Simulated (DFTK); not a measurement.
KTaO3:

```
CELL_PARAMETERS angstrom
3.98830 0.00000 0.00000
0.00000 3.98830 0.00000
0.00000 0.00000 3.98830
ATOMIC_POSITIONS crystal
Ta 0.00000 0.00000 0.00000
K 0.50000 0.50000 0.50000
O 0.00000 0.00000 0.50000
O 0.00000 0.50000 0.00000
O 0.50000 0.00000 0.00000
```

Base run:

* Program: DFTK 0.8.2
* Functional: PBE
* Potentials or basis: dojo.nc.sr.pbe.v0_4_1.standard.upf (PBE)
* Cutoff: 1143 eV
* k mesh: 7 × 7 × 7
* Occupations: fermi-dirac, width 0.05 eV
* Spin: no spin polarisation

Its results: band gap on the k mesh 2.30 eV, indirect (least direct gap 2.87 eV).

Question: The run is repeated on the same cell with these changes: potentials or basis from dojo.nc.sr.pbe.v0_4_1.standard.upf (PBE) to SG15 1.2 (PBE); cutoff from 1143 eV to 952 eV; k mesh from 7 × 7 × 7 to 6 × 6 × 6; valence electrons from 40 to 54. What comes out?

Answer: Band gap on the k mesh 2.20 eV, indirect (least direct gap 2.81 eV).

Caveats: spin-orbit coupling is left out, which moves the levels of the heavy elements; an odd mesh through Γ misses points on the zone boundary, where band edges often lie (some runs).

Not every run made on this cell is shown here.
